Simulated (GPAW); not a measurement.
## A GW chain in GPAW: RbBr (Fm-3m)

Aim: the G0W0 gap of RbBr (Fm-3m) on PBE, step by step.

Program: GPAW 26.7.0. Level of theory: PBE and many-body steps on it, plane waves. Results are calculated unless marked as measured.

Report form: the programs' logs are mostly left out.

The database entry behind the starting cell differs from later determinations by our own check (about 0.5 % short), so it need not match the best structure at ambient conditions.

## 1. The structure

It takes space group Fm-3m (No. 225, cubic). Conventional cell: a = 6.854 Å, b = 6.854 Å, c = 6.854 Å, α = 90.00°, β = 90.00°, γ = 90.00°. Rb has 6 Br at 3.43 Å nearest. Nearest to Br lie 6 Rb at 3.43 Å. Farther neighbours and most contacts between anions are not listed.

The cell and positions come from the Crystallography Open Database and are kept as given unless a step says otherwise.

## 2. Ground state

This step: GPAW 26.7.0; DFT, PBE, plane waves, PAW.

The ground-state density comes first.

The input, run.py:

```python
import json
import numpy as np
from gpaw.mpi import world
from ase import Atoms
from gpaw import GPAW, PW, FermiDirac

atoms = Atoms(['Rb', 'Br'],
    cell=[[0.0000000000, 3.4270000000, 3.4270000000],
      [3.4270000000, 0.0000000000, 3.4270000000],
      [3.4270000000, 3.4270000000, 0.0000000000]],
    scaled_positions=[[0.0000000000, 0.0000000000, 0.0000000000],
      [0.5000000000, 0.5000000000, 0.5000000000]],
    pbc=(True, True, True))
calc = GPAW(mode=PW(450),
    xc='PBE',
    kpts={'size': (6, 6, 6), 'gamma': True},
    occupations=FermiDirac(0.001),
    nbands=-7,
    convergence={'density': 1e-6, 'bands': -3},
    maxiter=100,
    txt='gs.txt')
atoms.calc = calc
res = {'energy': atoms.get_potential_energy()}
kpts = calc.get_ibz_k_points()
res['kpts'] = kpts
res['eigenvalues'] = [calc.get_eigenvalues(kpt=k) for k in range(len(kpts))]
res['n_electrons'] = calc.get_number_of_electrons()
calc.write('gs.gpw')

if world.rank == 0:
    with open('result.json', 'w') as f:
        json.dump(res, f, default=lambda x: x.tolist())
```

The run is started by

```bash
mpirun -n 4 gpaw python run.py
```

It took 6 s on 4 MPI ranks of Intel Xeon Platinum 8375C at 2.90GHz (Ice Lake), shared host; peak memory 0.66 GiB.

This step gave:

| Item | Value |
| --- | --- |
| total energy | -6.047 eV |
| gap | 4.368 eV |
| k of the valence top | 0, 0, 0 |
| k of the conduction bottom | 0, 0, 0 |
| least direct gap | 4.368 eV |

The gap is direct, at Γ.

## 3. Empty states on the mesh, 4×4×4 mesh, 379 bands

The sums over transitions need many empty states on a uniform mesh; this step solves for them.

The input, run.py:

```python
import json
import numpy as np
from gpaw.mpi import world
from gpaw import GPAW

calc = GPAW('gs.gpw').fixed_density(kpts={'size': (4, 4, 4), 'gamma': True},
    parallel={'domain': 1, 'band': 1},
    txt='nscf.txt')
calc.diagonalize_full_hamiltonian(nbands=379)
calc.write('full.gpw', mode='all')
res = {}
kpts = calc.get_ibz_k_points()
res['kpts'] = kpts
res['eigenvalues'] = [calc.get_eigenvalues(kpt=k) for k in range(len(kpts))]
res['n_electrons'] = calc.get_number_of_electrons()

if world.rank == 0:
    with open('result.json', 'w') as f:
        json.dump(res, f, default=lambda x: x.tolist())
```

The run is started by

```bash
mpirun -n 4 gpaw python run.py
```

It took 14 s on 4 MPI ranks; peak memory 1.7 GiB; 54 s of CPU time.

This step gave:

```yaml
gap: 4.368 eV
k_of_the_valence_top: 0, 0, 0
k_of_the_conduction_bottom: 0, 0, 0
least_direct_gap: 4.368 eV
k_points_computed: 8
lowest_point_of_the_top_converged_band_above_the_valence_top: 156.2231 eV
```

On this mesh the gap is 4.368 eV.

## 4. Screening and self-energy, 4×4×4 mesh, 171 bands, screening to 96 eV

Now the one-shot GW correction: screening in the RPA, then the self-energy of the levels asked for.

This step: G0W0 on PBE, plane waves, PAW.

The input, run.py:

```python
import json
import numpy as np
from gpaw.mpi import world
from gpaw.response.g0w0 import G0W0

gw = G0W0('full.gpw',
    filename='gw',
    kpts=[0],
    bands=(6, 10),
    ecut=96,
    nbands=171,
    integrate_gamma='WS',
    ppa=True)
gw.calculate()
res = {mode: {k: v for k, v in r.items() if k != 'sigma_eskwn'}
       for mode, r in gw.all_results.items()}

if world.rank == 0:
    with open('result.json', 'w') as f:
        json.dump(res, f, default=lambda x: x.tolist())
```

The run is started by

```bash
mpirun -n 4 gpaw python run.py
```

Wall time 39 s (4 MPI ranks); peak memory 1.2 GiB.

Numbers from this step:

- G0W0 gap on the points computed: 6.739 eV
- least direct G0W0 gap on the computed points: 6.739 eV
- Z at the valence top: 0.8218
- Z at the conduction bottom: 0.8758
- starting gap on the mesh: 4.368 eV
- k of the valence top: 0, 0, 0
- k of the conduction bottom: 0, 0, 0

The gap on the mesh goes from 4.37 eV to 6.74 eV, a correction of +2.37 eV.

Limits: finite bands, cutoff and mesh; no spin-orbit coupling. v1 is the top filled band, c1 the lowest empty one. The levels before and after the correction (eV, zero at the valence-band top of each column):

```tsv
	conduction bottom	valence top
Kohn-Sham	4.37	0.00
G0W0	6.74	0.00
```

```tsv
	level	energy (eV)
Kohn-Sham	Γ v2-v1	0.000
Kohn-Sham	Γ c1	4.368
Kohn-Sham	Γ c2	7.285
G0W0	Γ v2-v1	0.000
G0W0	Γ c1	6.739
G0W0	Γ c2	10.131
```

## 5. Where the time went

Times are wall times on 4 MPI ranks of Intel Xeon Platinum 8375C at 2.90GHz (Ice Lake), shared host, good to a factor of about two.

```tsv
step	time	share	memory (GiB)
ground state	6 s	10 %	0.66
empty states on the mesh	14 s	23 %	1.7
screening and self-energy	39 s	67 %	1.2
```

## 6. What came out

| Quantity | Value |
| --- | --- |
| PBE gap | 4.37 eV, direct |
| G0W0 gap on the mesh | 6.74 eV |
| GW settings | 4×4×4 mesh, 171 bands, screening to 96 eV, Godby-Needs plasmon pole |
| known limits | not at the basis limit; no spin-orbit coupling |

In words: G0W0 moves the gap on the mesh from 4.37 eV to 6.74 eV (+2.37 eV), with Z of 0.82 and 0.88 at the edges. Only 1 of the mesh's irreducible points was corrected, so a valley elsewhere could overtake. The dearest step here is «screening and self-energy». Bands and cutoff are finite, so the gap is not at the basis limit. The miss can reach some tenths of an eV and take either sign; the mesh is an error of its own. These stock PAW sets were not made for GW; the filled d or f shell of Br lies in the frozen core, which bears on start and correction. In the G0W0 run levels were corrected at 1 k point alone, so a gap called «on the mesh» is the least over those, and an edge elsewhere would be missed. The many-body steps are scalar-relativistic: spin-orbit coupling is not in them.

[Paths, hosts, dates, memory and timing lines, banners, echoed tables and standing remarks are left out of the program output.]

[Logs are printed without paths, hosts, clocks, repeated set-up lines and the standing remarks that a program may print on its own settings, such as how far it seeks lower states.]

[Runs of the session that timed out or met a known fault of the program may be left out.]

[Hosts, paths, dates, database ids (printed as entryN), source tags and the programs' standing remarks are cut or masked in the printed files.]
